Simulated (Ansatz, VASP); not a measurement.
## One calculation of Tl, two programs

Contents of INCAR:

```
SYSTEM = Tl
PREC     = Accurate       ! precision mode
ENCUT    = 520            ! plane-wave cutoff, eV
EDIFF    = 1E-7           ! SCF threshold, eV
ISMEAR   = -1             ! smearing method
SIGMA    = 0.05           ! smearing width, eV
LREAL    = .False.        ! projectors in reciprocal space
LASPH    = .True.         ! aspherical terms in the spheres
NELM     = 100            ! most SCF steps
ALGO     = Normal         ! electronic algorithm
ISIF     = 2              ! what is computed and relaxed
LWAVE    = .False.        ! write WAVECAR
LCHARG   = .True.         ! write CHGCAR
GGA      = PE             ! functional
LELF     = .True.         ! ELF
LVHAR    = .True.       
NBANDS   = 20             ! bands
```

KPOINTS

```
Automatic mesh
0
Gamma
  11 11 6
  0 0 0
```

The input POSCAR:

```
Tl
1.0
    3.4559983565      0.0000000000      0.0000000000
   -1.7279991783      2.9929823722      0.0000000000
    0.0000000000      0.0000000000      5.5250000000
Tl
2
Direct
    0.3333333333      0.6666666667      0.2500000000
    0.6666666667      0.3333333333      0.7500000000
```

Input for Ansatz:

```yaml
crystal:
  lattice:
    - [3.4559983565, 0.0, 0.0]
    - [-1.7279991783, 2.9929823722, 0.0]
    - [0.0, 0.0, 5.525]
  atoms:
    - { symbol: Tl, position: [0.3333333333, 0.6666666667, 0.25] }
    - { symbol: Tl, position: [0.6666666667, 0.3333333333, 0.75] }
kpoints:
  mp_grid: { grid: [11, 11, 6] }
  band_path:
    path:
      - [0.0, 0.0, 0.0]
      - [0.5, 0.0, 0.0]
      - [0.3333333333, 0.3333333333, 0.0]
      - [0.0, 0.0, 0.0]
      - [0.0, 0.0, 0.5]
      - [0.5, 0.0, 0.5]
      - [0.3333333333, 0.3333333333, 0.5]
      - [0.0, 0.0, 0.5]
      - [0.5, 0.0, 0.5]
    npoints: 14
scf:
  occupations: { method: fermi_dirac, width: 0.05 }
hamiltonian:
  xc: pbe
  pseudopotentials: { kind: all_electron, lapw: { basis_error: 0.0005 } }
output:
  forces: true
  stress: true
  eigenvalues: true
  fatbands: true
  populations: true
  dos: { projected: true, de: 0.2, e_range: [-14, 8] }
```

Alike in both runs: task single point; functional PBE; k mesh 11 × 11 × 6; occupations fermi-dirac, width 0.05 eV; no spin polarisation.

|  | VASP | Ansatz |
| --- | --- | --- |
| version | VASP 6.6.1 | Ansatz 0.2.0 |
| potentials or method | VASP PAW PBE potentials, release 64 (Tl_d) | all-electron LAPW, scalar-relativistic |
| plane-wave cutoff (eV) | 520 | see its input |

Ansatz gave:

| Property | Result |
| --- | --- |
| pressure (GPa) | 3.2 |
| largest component of the traceless stress (GPa) | 0.13 |

Estimate VASP's values.

pressure (GPa): 3.1; largest component of the traceless stress (GPa): 0.12.

Ansatz ran all-electron here, so the differences hold the error of VASP's frozen core and of both bases.

The runs have no spin-orbit coupling, so splittings on Tl are missing.
